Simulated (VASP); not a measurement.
# CaO in VASP: one cell, several levels of theory, part 1 of 2

Aim: gap, levels, forces and stress of CaO built on the rocksalt prototype, under -1.0 % biaxial strain in x and y, free along z at fixed geometry. Runs: PBE, r2SCAN. The results are then set beside those of Ansatz 0.2.0 for the same cell.

Program: VASP 6.6.1. PAW datasets, plane waves. Computed at 0 K without zero-point motion; spin polarisation is off.

## 1. Starting point

The cell comes from an earlier relaxation with r2SCAN in another program, then strained, with the atoms relaxed again.

The symmetry is I4/mmm (No. 139, tetragonal); a = 3.357 Å, c = 4.819 Å in the conventional setting, 13.57 Å³ an atom. Around Ca lie 6 O at 2.37–2.41 Å; around O lie 6 Ca at 2.37–2.41 Å.

Structure file:

```xyz
2
Lattice="0.0000 2.3736 2.4095 2.3736 0.0000 2.4095 2.3736 2.3736 0.0000" Properties=species:S:1:pos:R:3 pbc="T T T"
Ca    0.0000    0.0000    0.0000
O     2.3736    2.3736    2.4095
```

## 2. PBE

Contents of INCAR:

```
ENCUT = 520.000000
SIGMA = 0.020000
EDIFF = 1.00e-07
GGA = PE
PREC = Accurate
IBRION = -1
ISIF = 2
ISMEAR = -1
NBANDS = 15
NELM = 120
NSW = 0
LASPH = .TRUE.
LCHARG = .TRUE.
LELF = .TRUE.
LWAVE = .FALSE.
LREAL = .FALSE.
```

Contents of KPOINTS:

```
KPOINTS created by Atomic Simulation Environment
0
Gamma
10 10 10
0 0 0
```

Contents of KPOINTS_OPT:

```
special points
7
Reciprocal
0.0000000000 0.0000000000 0.0000000000 1
0.5000000000 0.0000000000 0.5000000000 1
0.6250000000 0.2500000000 0.6250000000 1
0.3750000000 0.3750000000 0.7500000000 1
0.5000000000 0.5000000000 0.5000000000 1
0.5000000000 0.2500000000 0.7500000000 1
0.0000000000 0.5000000000 0.5000000000 1
```

Contents of POSCAR:

```
Ca O
 1.0000000000000000
     0.0000000000000000    2.3735746124000001    2.4095378640999998
     2.3735746124000001    0.0000000000000000    2.4095378640999998
     2.3735746124000001    2.3735746124000001    0.0000000000000000
 Ca  O
   1   1
Cartesian
  0.0000000000000000  0.0000000000000000  0.0000000000000000
  2.3735746124000006  2.3735746124000006  2.4095378640999998
```

The run uses the recommended PBE PAW datasets (16 valence electrons a neutral cell).

The run is started by

```sh
> mpirun -np 1 vasp_std
```

Printed to the terminal (iteration lines stand in OSZICAR):

```text
POSCAR found type information on POSCAR CaO
 POSCAR found :  2 types and       2 ions
 LDA part: xc-table for (Slater+PW92), standard interpolation
 POSCAR, INCAR and KPOINTS ok, starting setup
 FFT: planning ... GRIDC
 FFT: planning ... GRID_SOFT
 FFT: planning ... GRID
 WAVECAR not read
 entering main loop
 Start KPOINTS_OPT (optional k-point list driver)
k-point batch [1-7\7]
```

OSZICAR:

```text
N       E                     dE             d eps       ncg     rms          rms(c)
DAV:   1     0.125006528903E+03    0.12501E+03   -0.84475E+03  3060   0.110E+03
DAV:   2    -0.914789523770E+01   -0.13415E+03   -0.12460E+03  3761   0.291E+02
DAV:   3    -0.143607371311E+02   -0.52128E+01   -0.51764E+01  3629   0.595E+01
DAV:   4    -0.144999710744E+02   -0.13923E+00   -0.13915E+00  4314   0.880E+00
DAV:   5    -0.145014591095E+02   -0.14880E-02   -0.14880E-02  3577   0.848E-01    0.857E+00
DAV:   6    -0.128567938003E+02    0.16447E+01   -0.50147E+00  3516   0.221E+01    0.353E+00
DAV:   7    -0.127881550625E+02    0.68639E-01   -0.39995E-01  3481   0.660E+00    0.179E+00
DAV:   8    -0.127856318976E+02    0.25232E-02   -0.74534E-02  3977   0.294E+00    0.423E-01
DAV:   9    -0.127840316208E+02    0.16003E-02   -0.47043E-03  3179   0.583E-01    0.108E-01
DAV:  10    -0.127846697753E+02   -0.63815E-03   -0.71182E-04  3747   0.242E-01    0.401E-02
DAV:  11    -0.127846458615E+02    0.23914E-04   -0.52310E-05  3663   0.845E-02    0.772E-03
DAV:  12    -0.127846453397E+02    0.52181E-06   -0.70506E-06  3634   0.252E-02    0.230E-03
DAV:  13    -0.127846454657E+02   -0.12602E-06   -0.25480E-07  3929   0.455E-03    0.317E-04
DAV:  14    -0.127846454611E+02    0.45961E-08   -0.16665E-08  1824   0.125E-03
   1 F= -.12784645E+02 E0= -.12784645E+02  d E =-.278501E-10
       N       E                     dE             ncg
DAV:   1     0.269323739906E+04   -0.48799E+04      210
DAV:   2     0.183067218177E+04   -0.86257E+03      245
DAV:   3     0.180265059587E+04   -0.28022E+02      266
DAV:   4     0.180176491346E+04   -0.88568E+00      262
DAV:   5     0.180174151419E+04   -0.23399E-01      245
DAV:   6     0.180174053652E+04   -0.97767E-03      260
DAV:   7     0.180174049808E+04   -0.38440E-04      244
DAV:   8     0.180174049651E+04   -0.15701E-05      222
DAV:   9     0.180174049645E+04   -0.68215E-07      169
```

The lines after F= are the extra pass for the points of KPOINTS_OPT, at fixed density; their E is not a total energy.

Parts of OUTCAR:

```text
k-points           NKPTS =    102   k-points in BZ     NKDIM =    102   number of bands    NBANDS=     15

   NELECT =      16.0000    total number of electrons

   dimension x,y,z NGX =    28 NGY =   28 NGZ =   28
   dimension x,y,z NGXF=    56 NGYF=   56 NGZF=   56

  energy-cutoff  :      520.00
  volume of cell :       27.15
      direct lattice vectors                 reciprocal lattice vectors
     0.000000000  2.373574612  2.409537864    -0.210652742  0.210652742  0.207508671
     2.373574612  0.000000000  2.409537864     0.210652742 -0.210652742  0.207508671
     2.373574612  2.373574612  0.000000000     0.210652742  0.210652742 -0.207508671

 k-points in reciprocal lattice and weights: KPOINTS created by Atomic Simulation Env
   0.00000000  0.00000000  0.00000000       0.001
   0.10000000 -0.00000000  0.00000000       0.008
   0.20000000 -0.00000000  0.00000000       0.008
   0.30000000  0.00000000  0.00000000       0.008
   0.40000000  0.00000000  0.00000000       0.008
   0.50000000 -0.00000000  0.00000000       0.004
   0.10000000  0.10000000  0.00000000       0.002
   0.20000000  0.10000000  0.00000000       0.008
[... 94 more k-points ...]

 E-fermi :   2.8498

 k-point     1 :       0.0000    0.0000    0.0000
  band No.  band energies     occupation
      1     -35.0684      2.00000
      2     -15.8229      2.00000
      3     -15.8120      2.00000
      4     -15.8120      2.00000
      5     -13.0991      2.00000
      6       2.4510      2.00000
      7       2.4903      2.00000
      8       2.4903      2.00000
      9       7.3637      0.00000
     10       8.6884      0.00000
     11       8.7931      0.00000
     12       8.7931      0.00000
     13      10.2410      0.00000
     14      10.3701      0.00000
     15      17.6912      0.00000

 k-point     2 :       0.1000   -0.0000    0.0000
  band No.  band energies     occupation
      1     -35.0576      2.00000
      2     -15.9745      2.00000
      3     -15.8258      2.00000
      4     -15.8166      2.00000
      5     -12.9339      2.00000
      6       2.1110      2.00000
      7       2.3217      2.00000
      8       2.3437      2.00000
      9       7.8231      0.00000
     10       8.7174      0.00000
     11       8.9118      0.00000
     12       8.9653      0.00000
     13      10.4885      0.00000
     14      10.6224      0.00000
     15      18.1049      0.00000

 k-point     3 :       0.2000   -0.0000    0.0000
  band No.  band energies     occupation
      1     -35.0294      2.00000
      2     -16.3277      2.00000
      3     -15.8424      2.00000
      4     -15.8288      2.00000
      5     -12.5633      2.00000
      6       1.3281      2.00000
      7       1.9768      2.00000
      8       1.9928      2.00000
      9       8.6767      0.00000
     10       8.9542      0.00000
     11       9.3996      0.00000
     12       9.4412      0.00000
     13      11.1296      0.00000
     14      11.2745      0.00000
     15      18.7245      0.00000

 k-point     4 :       0.3000    0.0000    0.0000
  band No.  band energies     occupation
      1     -34.9942      2.00000
      2     -16.6886      2.00000
      3     -15.8628      2.00000
      4     -15.8437      2.00000
      5     -12.1792      2.00000
      6       0.5405      2.00000
      7       1.6012      2.00000
      8       1.6093      2.00000
      9       8.9610      0.00000
     10      10.0621      0.00000
     11      10.0947      0.00000
     12      10.0962      0.00000
     13      11.9421      0.00000
     14      12.0982      0.00000
     15      18.2753      0.00000

 k-point     5 :       0.4000    0.0000    0.0000
  band No.  band energies     occupation
      1     -34.9655      2.00000
      2     -16.9431      2.00000
      3     -15.8790      2.00000
      4     -15.8555      2.00000
      5     -11.9034      2.00000
      6      -0.0154      2.00000
      7       1.3275      2.00000
      8       1.3295      2.00000
      9       9.3841      0.00000
     10      10.6979      0.00000
     11      10.7028      0.00000
     12      10.9030      0.00000
     13      12.6775      0.00000
     14      12.8396      0.00000
     15      17.3620      0.00000

 k-point     6 :       0.5000   -0.0000    0.0000
  band No.  band energies     occupation
      1     -34.9544      2.00000
      2     -17.0338      2.00000
      3     -15.8852      2.00000
      4     -15.8600      2.00000
      5     -11.8038      2.00000
      6      -0.2145      2.00000
      7       1.2285      2.00000
      8       1.2287      2.00000
      9       9.6311      0.00000
     10      10.9484      0.00000
     11      10.9634      0.00000
     12      11.1528      0.00000
     13      13.0052      0.00000
     14      13.1671      0.00000
     15      16.9926      0.00000

 k-point     7 :       0.1000    0.1000    0.0000
  band No.  band energies     occupation
      1     -35.0546      2.00000
      2     -15.9803      2.00000
      3     -15.8345      2.00000
      4     -15.8345      2.00000
      5     -12.9151      2.00000
      6       1.8585      2.00000
      7       2.4135      2.00000
      8       2.4135      2.00000
      9       7.9356      0.00000
     10       8.3431      0.00000
     11       9.1644      0.00000
     12       9.1644      0.00000
     13      10.4666      0.00000
     14      10.7408      0.00000
     15      18.2522      0.00000

 k-point     8 :       0.2000    0.1000    0.0000
  band No.  band energies     occupation
      1     -35.0326      2.00000
      2     -16.2240      2.00000
      3     -15.8573      2.00000
      4     -15.8494      2.00000
      5     -12.6650      2.00000
      6       1.3105      2.00000
      7       2.1496      2.00000
      8       2.2226      2.00000
      9       8.1763      0.00000
     10       8.6906      0.00000
     11       9.5657      0.00000
     12       9.6434      0.00000
     13      10.7997      0.00000
     14      11.3677      0.00000
     15      18.8880      0.00000

[... the tables of k-points 9 to 102 left out ...]

  Total        0.9998025      0.9998025      0.5389403      0.0000000      0.0000000      0.0000000
  in kB       59.0004457     59.0004457     31.8039970      0.0000000      0.0000000      0.0000000
  external PRESSURE =      49.9349628 kB  Pullay stress =       0.0000000 kB

 POSITION                                       TOTAL-FORCE (eV/Angst)
 -----------------------------------------------------------------------------------
      0.00000      0.00000      0.00000         0.000000      0.000000     -0.000000
      2.37357      2.37357      2.40954        -0.000000     -0.000000      0.000000
 -----------------------------------------------------------------------------------
    total drift:                                0.000000      0.000000      0.000000

  FREE ENERGIE OF THE ION-ELECTRON SYSTEM (eV)
  ---------------------------------------------------
  free  energy   TOTEN  =       -12.7846454611 eV

  energy  without entropy=      -12.7846454611  energy(sigma->0) =      -12.78464546
```

Hardware: 1 MPI rank of Intel Xeon Platinum 8488C, shared host.

The levels at the points of KPOINTS_OPT are read from vasprun.xml.

Levels at the named points, in eV from the top of band v (v: the last filled band by count, c: the next):

```
point    v−1      v     c   c+1
    Γ   0.00   0.00  4.87  6.20
    X  -0.41  -0.38  3.60  8.20
    U  -1.19  -0.82  5.14  8.09
    K  -1.28  -0.81  5.21  8.11
    L  -1.26  -1.26  7.14  8.46
    W  -1.13  -1.05  6.39  6.43
```

The PBE gap is 3.60 eV and indirect (Γ to X), with 3.98 eV as the least direct one. Pressure: 4.99 GPa; the forces vanish within 0.01 eV/Å.

The maps below are laid out on this run's own conventional cell (a, b, c = 3.357, 3.357, 4.819 Å).

Density in a lattice plane of the grid's cell (edges 3.36 and 4.82 Å, at 0.000 of the third edge), which holds Ca and O.

Ten even steps from ' ' (0.04 e/Å³) to '@' (8.04 e/Å³):
```
##**==::                  ::==**
====::..                  ..::==
::....                      ....
                                
                                
                                
....                          ..
==--::..                  ..::--
%%**--..                  ..--**
@@%%++::                  ::++%%
%%**--..                  ..--**
==--::..                  ..::--
....                          ..
                                
                                
                                
::....                      ....
====::..                  ..::==
##**==::                  ::==**
%%##++--..              ..--++##
```
Columns run along the first of these edges and rows up along the second, over one cell in 16 and 20 even steps from the bottom left corner. Atoms in the plane (fractional): Ca at (0.00, 0.00), O at (0.00, 0.50).

ELF in the same plane.

Values, 12 rows by 8 columns:
```
0.66 0.73 0.48 0.04 0.04 0.04 0.48 0.73
0.63 0.50 0.12 0.02 0.03 0.02 0.12 0.50
0.13 0.11 0.08 0.04 0.03 0.04 0.08 0.11
0.73 0.68 0.48 0.14 0.03 0.14 0.48 0.68
0.74 0.82 0.71 0.25 0.04 0.25 0.71 0.82
0.30 0.76 0.76 0.28 0.04 0.28 0.76 0.76
0.74 0.82 0.71 0.25 0.04 0.25 0.71 0.82
0.73 0.68 0.48 0.14 0.03 0.14 0.48 0.68
0.13 0.11 0.08 0.04 0.03 0.04 0.08 0.11
0.63 0.50 0.12 0.02 0.03 0.02 0.12 0.50
0.66 0.73 0.48 0.04 0.04 0.04 0.48 0.73
0.45 0.66 0.60 0.05 0.04 0.05 0.60 0.66
```
Columns run along the first of these edges and rows up along the second, over one cell in 8 and 12 even steps from the bottom left corner. Atoms in the plane (fractional): Ca at (0.00, 0.00), O at (0.00, 0.50).

Both are smooth fields of the valence electrons: close to the nuclei they are not physical.

Outside the cores ELF peaks at 0.83 in the shell around O, 0.6 Å from O.

(Continued in part 2 of 2.)
